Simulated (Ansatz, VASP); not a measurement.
# P in two plane-wave programs, part 2 of 2

One calculation is typed for both programs; each brings its own data sets. How far apart do they land? The cell is taken from a series of runs on this material, whose earlier steps may have relaxed, scaled, displaced or heated it; both programs get it as it stands.

VASP 6.6.1 and Ansatz, in part a development build.

So far. Step 2 (VASP: single point, HSE06): The k-mesh is coarse for exact exchange; levels may shift by about 0.1 eV on a finer one.

### Step 3. Ansatz: single point, HSE06

Level of this step: Ansatz beside VASP: Kohn-Sham DFT, plane waves, HSE06 (Ansatz).

Ansatz runs on its PAW soft_1 files.

The same cell, functional and mesh now go to Ansatz, which takes its cutoff from its data sets.

The input, input.yaml:

```yaml
crystal:
  lattice:
    - [3.2544945226, 0.0, 0.0]
    - [-1.6272472613, 2.8184749331, 0.0]
    - [0.0, 0.0, 25.7]
  atoms:
    - { symbol: P, position: [0.3333333333, 0.6666666667, 0.5242317233] }
    - { symbol: P, position: [0.6666666667, 0.3333333333, 0.4757682767] }
  periodic: [true, true, false]
kpoints:
  mp_grid: { grid: [6, 6, 1] }
  band_path:
    path:
      - [0.0, 0.0, 0.0]
      - [0.5, 0.0, 0.0]
      - [0.3333333333, 0.3333333333, 0.0]
      - [0.1666666667, 0.1666666667, 0.0]
      - [0.35, 0.0, 0.0]
      - [0.3, 0.0, 0.0]
    npoints: 1
hamiltonian:
  xc: hse06
  pseudopotentials: { kind: paw, azcp: { folder: soft_1 } }
scf:
  occupations: { method: fixed }
  n_bands: 9
output:
  eigenvalues: true
  write_density: true
  write_potential: true
  elf: true
  volumetric_format: npy
```

Run with:

```sh
> ansatz run input.yaml --threads 4 --pin off --max-ram 17510MiB --backend cpu --events-out ev --progress --plain --runs-dir out
```

Numbers of over 12 decimals in the logs are rounded to 6 here.

The log of the run:

```text
Engine: ansatz (development build), aarch64-unknown-linux-gnu
Pseudopotentials: kind: paw
Pseudopotential: P, paw, valence charge 5, recommended cutoff 420 eV (normal), soft_1/P.paw.azcp
Functional definition: HSE06
  parameter a = 0.25
  parameter omega = 0.11/bohr
  exchange = pbe_x - a*pbe_x_sr(omega) + a*exact_x_sr(omega)
  correlation = pbe_c
davidson cushion auto → on  (no smearing: the cushion is to keep the highest requested band from converging to the state above it; pin scf.eigensolver.cushion to override)
Crystal: 2 atoms, lattice volume = 235.739 Å³
Basis set: ecut = 420 eV, 4681 PW (Γ)
Bands: 9, of which v1, the nominal top of the filled ones, is band 5 counted from 1 (4 counted from 0)
Symmetry: 12 space group operations
Space group: P-3m1 (ITA 164), of the structure as read, at distance tolerance 6.2e-5 Å
k-points: 7 of 36
Non-local potential: P, projectors of the file, l = 0: 2, l = 1: 2, l = 2: 1
PAW form: soft (Blöchl's): semilocal exchange-correlation on the pseudo side does not see the compensation charge
PAW frozen core: P, regenerated for the run's functional, and the local potential with it (the file was generated under x = pbe(κ = 0.804, μ = 0.219515), c = pbe(β = 0.066725))
PAW one-centre angular grid: P, 110 points (default); XC on 64 Gauss nodes
Initial density: superposition of atomic densities (neutral atoms: chi_scale 0, normalization atom)
Initial wavefunctions: pseudopotential atomic-orbital guess
Functional: x = pbe(κ = 0.804, μ = 0.219515), c = pbe(β = 0.066725), warm-up for x = pbe(κ = 0.804, μ = 0.219515) + 0.25 (exact − pbe) at short range (hse, ω = 0.207870 Å⁻¹), c = pbe(β = 0.066725); HSE06 as pw.x's `hse` composes it (authors' and Libxc's form: `xc: wpbeh`)
iter 1 solved again at ethr=4.55e-3 eV; its pass at ethr=1.00e-1 eV (dr2=4.55e-1 eV) is discarded
SCF iter   1: F=—  HF=-1511.392039 eV  |F-HF|=—  |Δ(HF+E_count)|=         —  Δρ=1.58e-2  dr2=4.41e-1  ethr=4.55e-3  ⟨swp⟩=5.1  Hψ=472  notcnv=0
preconditioner: auto → none  [insulator: Δε(μ)=1.995 eV  Ē_g=10.205 eV  n_scr=12 (ndim 8)  ℏωp=7.6 eV  f_vac=0.758]
SCF iter   2: F=—  HF=-1511.301709 eV  |F-HF|=—  |Δ(HF+E_count)|=   9.03e-2  Δρ=7.28e-3  dr2=7.77e-2  ethr=4.41e-3  ⟨swp⟩=2.4  Hψ=157  notcnv=0  defer=1
iter 3 solved again at ethr=6.82e-6 eV; its pass at ethr=7.77e-4 eV (dr2=6.82e-4 eV) is discarded
SCF iter   3: F=—  HF=-1511.288957 eV  |F-HF|=—  |Δ(HF+E_count)|=   1.28e-2  Δρ=6.11e-4  dr2=5.87e-4  ethr=6.82e-6  ⟨swp⟩=5.4  Hψ=446  notcnv=0  defer=6
eigensolver tolerance schedule: the retry pair's looser diagonalisation over-reported the residual by 0.16 of it (diagonalisation noise at 0.16 of the residual, at the tolerance the schedule requests for it); recorded, not acted on — ethr = c·dr2/N_el stays at c = 1.0e-1
SCF iter   4: F=-1511.288895 eV  HF=-1511.288896 eV  |F-HF|=1.69e-6  |Δ(HF+E_count)|=   6.07e-5  Δρ=1.32e-4  dr2=2.92e-5  ethr=5.87e-6  ⟨swp⟩=3.3  Hψ=189  notcnv=0  defer=2
SCF 1 stopped early in 4 iterations: F = -1511.288895 eV  dr2 = 2.92e-5
  greatest PAW one-centre occupation: 0.815 electrons in one spin orbital (limit 2), on the P atom at site 1 (counted from 0), in its partial waves of l = 0
Initial density: handed on by an earlier stage of this run
Initial wavefunctions: those handed on with the density
Functional: x = pbe(κ = 0.804, μ = 0.219515) + 0.25 (exact − pbe) at short range (hse, ω = 0.207870 Å⁻¹), c = pbe(β = 0.066725); HSE06 as pw.x's `hse` composes it (authors' and Libxc's form: `xc: wpbeh`)
Exchange kernel: α = 0.2500, screened, ω = 0.2079 Å⁻¹, Wigner–Seitz truncation, v(0) = 1044.9630 eV·Å³, q-mesh 6×6×1, nearest image of the exchange supercell L = 19.53 Å, pair-density grid 18×18×125, without the augmentation charges, whose exchange is taken in its separable form by FFT convolution over the k-point mesh (sized by the pseudopotential files, none under that of scf.exx.ecutfock_ratio: 2, 20×20×180 at the most)
Frozen-core exchange: fock
iter 1 solved again at ethr=5.62e-5 eV; its pass at ethr=1.00e-1 eV (dr2=5.62e-3 eV) is discarded
SCF iter   1: F=—  HF=-1512.178625 eV  |F-HF|=—  |Δ(HF+E_count)|=         —  Δρ=1.69e-3  dr2=5.74e-3  ethr=5.62e-5  ⟨swp⟩=8.4  Hψ=451  notcnv=0
preconditioner: auto → none  [insulator: Δε(μ)=2.693 eV  Ē_g=11.515 eV  n_scr=12 (ndim 8)  ℏωp=7.6 eV  f_vac=0.765]
SCF iter   2: F=—  HF=-1512.176190 eV  |F-HF|=—  |Δ(HF+E_count)|=   2.43e-3  Δρ=6.86e-4  dr2=6.65e-4  ethr=5.62e-5  ⟨swp⟩=3.0  Hψ=170  notcnv=0
iter 3 solved again at ethr=2.16e-7 eV; its pass at ethr=6.65e-6 eV (dr2=2.16e-5 eV) is discarded
[...]
SCF 2 stopped early in 3 iterations: F = -1512.175907 eV  dr2 = 2.16e-5
  greatest PAW one-centre occupation: 0.810 electrons in one spin orbital (limit 2), on the P atom at site 1 (counted from 0), in its partial waves of l = 0
hybrid outer 1: dexx = +3.164e-3 eV
Exchange kernel: α = 0.2500, screened, ω = 0.2079 Å⁻¹, Wigner–Seitz truncation, v(0) = 1044.9630 eV·Å³, q-mesh 6×6×1, nearest image of the exchange supercell L = 19.53 Å, pair-density grid 18×18×125, without the augmentation charges, whose exchange is taken in its separable form by FFT convolution over the k-point mesh (sized by the pseudopotential files, none under that of scf.exx.ecutfock_ratio: 2, 20×20×180 at the most)
Frozen-core exchange: fock
[...]
preconditioner: auto → none  [insulator: Δε(μ)=2.746 eV  Ē_g=11.546 eV  n_scr=12 (ndim 8)  ℏωp=7.6 eV  f_vac=0.765]
SCF iter   2: F=—  HF=-1512.179494 eV  |F-HF|=—  |Δ(HF+E_count)|=   5.91e-5  Δρ=1.52e-4  dr2=3.31e-5  ethr=1.82e-6  ⟨swp⟩=2.0  Hψ=154  notcnv=0
iter 3 solved again at ethr=1.72e-9 eV; its pass at ethr=3.31e-7 eV (dr2=1.72e-7 eV) is discarded
SCF iter   3: F=—  HF=-1512.179482 eV  |F-HF|=—  |Δ(HF+E_count)|=   1.19e-5  Δρ=9.70e-6  dr2=1.85e-7  ethr=1.72e-9  ⟨swp⟩=5.1  Hψ=439  notcnv=0  defer=2
SCF iter   4: F=-1512.179482 eV  HF=-1512.179482 eV  |F-HF|=2.01e-9  |Δ(HF+E_count)|=   6.62e-8  Δρ=2.31e-6  dr2=9.57e-9  ethr=1.72e-9  ⟨swp⟩=3.1  Hψ=196  notcnv=0
SCF 3 converged in 4 iterations: F = -1512.179482 eV  dr2 = 9.57e-9
  greatest PAW one-centre occupation: 0.809 electrons in one spin orbital (limit 2), on the P atom at site 1 (counted from 0), in its partial waves of l = 0
hybrid outer 2: dexx = +6.629e-5 eV
Exchange kernel: α = 0.2500, screened, ω = 0.2079 Å⁻¹, Wigner–Seitz truncation, v(0) = 1044.9630 eV·Å³, q-mesh 6×6×1, nearest image of the exchange supercell L = 19.53 Å, pair-density grid 18×18×125, without the augmentation charges, whose exchange is taken in its separable form by FFT convolution over the k-point mesh (sized by the pseudopotential files, none under that of scf.exx.ecutfock_ratio: 2, 20×20×180 at the most)
Frozen-core exchange: fock
SCF iter   1: F=—  HF=-1512.179561 eV  |F-HF|=—  |Δ(HF+E_count)|=         —  Δρ=4.33e-5  dr2=3.36e-6  ethr=1.33e-7  ⟨swp⟩=4.7  Hψ=236  notcnv=0
preconditioner: auto → none  [insulator: Δε(μ)=2.749 eV  Ē_g=11.547 eV  n_scr=12 (ndim 8)  ℏωp=7.6 eV  f_vac=0.766]
SCF iter   2: F=—  HF=-1512.179560 eV  |F-HF|=—  |Δ(HF+E_count)|=   1.11e-6  Δρ=1.76e-5  dr2=5.04e-7  ethr=3.36e-8  ⟨swp⟩=2.1  Hψ=155  notcnv=0
iter 3 solved again at ethr=1.22e-11 eV; its pass at ethr=5.04e-9 eV (dr2=1.22e-9 eV) is discarded
SCF iter   3: F=-1512.179559 eV  HF=-1512.179559 eV  |F-HF|=5.35e-10  |Δ(HF+E_count)|=   1.73e-7  Δρ=1.09e-6  dr2=1.62e-9  ethr=1.22e-11  ⟨swp⟩=6.0  Hψ=470  notcnv=0  defer=3
SCF 4 converged in 3 iterations: F = -1512.179559 eV  dr2 = 1.62e-9
hybrid outer 3: dexx = +2.034e-6 eV, Δε = 3.65e-3 eV (about 7.76e-4 eV left of the loop's levels)
Exchange kernel: α = 0.2500, screened, ω = 0.2079 Å⁻¹, Wigner–Seitz truncation, v(0) = 1044.9630 eV·Å³, q-mesh 6×6×1, nearest image of the exchange supercell L = 19.53 Å, pair-density grid 18×18×125, without the augmentation charges, whose exchange is taken in its separable form by FFT convolution over the k-point mesh (sized by the pseudopotential files, none under that of scf.exx.ecutfock_ratio: 2, 20×20×180 at the most)
Frozen-core exchange: fock
SCF iter   1: F=—  HF=-1512.179562 eV  |F-HF|=—  |Δ(HF+E_count)|=         —  Δρ=8.41e-6  dr2=1.28e-7  ethr=1.00e-8  ⟨swp⟩=5.0  Hψ=212  notcnv=0
preconditioner: auto → none  [insulator: Δε(μ)=2.750 eV  Ē_g=11.548 eV  n_scr=12 (ndim 8)  ℏωp=7.6 eV  f_vac=0.766]
SCF iter   2: F=-1512.179562 eV  HF=-1512.179562 eV  |F-HF|=8.80e-9  |Δ(HF+E_count)|=   4.13e-8  Δρ=3.43e-6  dr2=1.93e-8  ethr=1.28e-9  ⟨swp⟩=2.3  Hψ=157  notcnv=0
SCF 5 converged in 2 iterations: F = -1512.179562 eV  dr2 = 1.93e-8
hybrid outer 4: dexx = +7.684e-8 eV, Δε = 7.33e-4 eV (about 2.22e-4 eV left of the loop's levels)
NSCF: frozen V_eff on 6 k-points
WARN: The output density's exchange-correlation potential varies sharply where the density is thin. Do not read a vacuum level from v_tot or v_xc, or from such a field of the output density. On a cell that repeats whose density bears no net charge and no dipole along the vacuum's axis use v_es (v_loc + v_h of the components); under efield.dipole_correction with no amplitude use v_es + v_field, which holds any externa [...]
hybrid SCF converged: 4 outer / 12 inner (+4 warm-up), |dexx| = 7.68e-8 eV, tail = 1.85e-8 eV
Stability not checked: this state was not tested for a lower state beside it, because the functional holds exact exchange (a hybrid, or Hartree-Fock), whose exchange loop this test does not read (fock_operator; see scf.lower_state_search)
Free energy (F): -1512.179562 eV
Frozen-core exchange: fock
Harris-Foulkes:  -1512.179562 eV  (|F-HF|=8.80e-9)
Internal energy: -1512.179562 eV  (E = F + TS)
E sigma→0 (E₀):  -1512.179562 eV
Fermi energy:    -6.692227 eV
--- Per-component energies (eV) ---
  E_band       = -124.359561
  E_kinetic    = 135.782852
  E_local      = -5476.156482  (includes V_loc(G=0)·N_el)
  E_nonlocal   = 64.023842
  E_hartree    = 2648.791571
  E_xc         = -117.238508
  E_vxc        = -98.097292  (∫ρ·V_xc dr)
  E_exx        = -15.951560  (= α·E_x^exact, valence–valence)
  E_paw        = -1128.467512  (= ΣΔE_a)
  E_vpaw       = -15.592816  (= ΣTr[D̂ρ^β])
  E_aug_tail   = -0.000001  (compensation charges beyond the density's cutoff)
  E_ewald      = 2377.198857
  E_core_change = -0.162620  (= ΣΔE_core)
  E_smearing   = -0.000000  (= −TS)
  E_closure    = -0.000000  (closes the sum)
  Σ components = -1512.179562   (vs F -1512.179562, Δ=4.55e-13)
--- Band table (eV; the first three rows and the last of 7) ---
  k-point 0: bands = ["-22.4070", "-13.9145", "-7.2302", "-6.6922", "-6.6922", "-1.6953", "-1.6953", "-1.6554", "-0.6861"]
  k-point 1: bands = ["-21.9075", "-13.5958", "-9.4284", "-7.5640", "-6.9579", "-2.7972", "-0.6228", "-0.2249", "0.0947"]
  k-point 2: bands = ["-20.4620", "-14.4261", "-11.2281", "-8.6925", "-7.0016", "-3.9425", "-1.6849", "-0.0489", "1.3548"]
  k-point 6: bands = ["-17.3462", "-17.3462", "-12.5726", "-8.6188", "-8.6188", "-3.7833", "-0.1064", "-0.1064", "2.6431"]
  the weakly bound empty levels are not read free of the cell's end (exact_exchange)
fft plans: ranked — 6 lengths (probe disabled); 34 noted on the structural route
```

### Step 4. Differences

Known differences besides the potentials themselves: exact exchange at q = 0 is treated differently, which shows on coarse meshes; VASP keeps PBE cores, Ansatz makes them for the functional; fixed occupations in Ansatz, narrow Gaussian smearing in VASP; Ansatz cuts the interaction across the vacuum, VASP repeats the sheet with a dipole correction (LDIPOL); the cutoff is 420 eV in Ansatz and 400 eV in VASP; VASP takes a coarser grid for exact exchange (PRECFOCK = Fast). Total energies have different zeros and are not compared.

The two programs side by side:

```tsv
quantity	Ansatz	VASP	difference
gap on the k mesh (eV)	2.750	2.753	-0.003
```

A gap on the mesh is an upper bound, since the band edges may lie between its points. Where the cell holds vacuum, a pressure given here is an average over it and none of the material.

### Step 5. What came out

| Item | Value |
| --- | --- |
| difference in gap on the k mesh (single point, HSE06) | -0.0034 eV |

In words: The difference in gap on the k mesh is -0.0034 eV (single point, HSE06), within the 0.08 eV picked in this series as the mark of a large difference. How closely two codes agree says nothing of how well the functional describes the real material.

[Lines on the potential files, build, host, timing and source positions are cut from VASP's logs without a mark.]

[Logs are printed without paths, hosts, clocks, repeated set-up lines and the standing remarks that a program may print on its own settings, such as how far it seeks lower states.]

[Hosts, paths, dates, database ids (printed as entryN), source tags and the programs' standing remarks are cut or masked in the printed files.]
